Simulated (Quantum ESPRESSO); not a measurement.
TaN and the effect of the dispersion correction

The cell as given:

Symmetry: Fm-3m, No. 225, cubic system. The conventional cell has a = 4.423 Å, b = 4.423 Å, c = 4.423 Å, α = 90.00°, β = 90.00°, γ = 90.00°. Ta (site symmetry m-3m) is surrounded by 6 N at 2.21 Å. Around N (site symmetry m-3m) lie 6 Ta at 2.21 Å.

The cell comes from a database or a generator and needn't be the stable form of this composition.

Kept alike: task relaxation of cell and atoms; functional PBE; k mesh 10 × 10 × 10; occupations fermi-dirac, width 0.05 eV; no spin polarisation. Program: Quantum ESPRESSO, PseudoDojo 0.4.1 SR PBE standard, cutoff 1143 eV. The mesh is that of the run's cell of 2 atoms. No spin-orbit coupling.

| dispersion correction | volume (Å³/atom) |
| --- | --- |
| D2 | 10.389 |
| D3(zero) | 10.576 |
| D3(BJ) | 10.572 |
| D3M(BJ) | 9.880 |
| none | 10.758 |
| rVV10 | 10.616 |

The relaxations keep at least the cell's symmetry (Fm-3m). For a metal such a mesh leaves the last digits unconverged. Relaxations stop with a little pressure left, so the last digits of a volume or edge aren't settled.

Task: What does the dispersion correction change here?

Result: The volume runs from 9.880 (D3M(BJ)) to 10.758 Å³/atom (none). Against no correction: D2 -3.4 %; D3(zero) -1.7 %; D3(BJ) -1.7 %; D3M(BJ) -8.2 %; rVV10 -1.3 %. Dispersion terms mostly attract and so lower the volume; the schemes' coefficients and damping set how far.
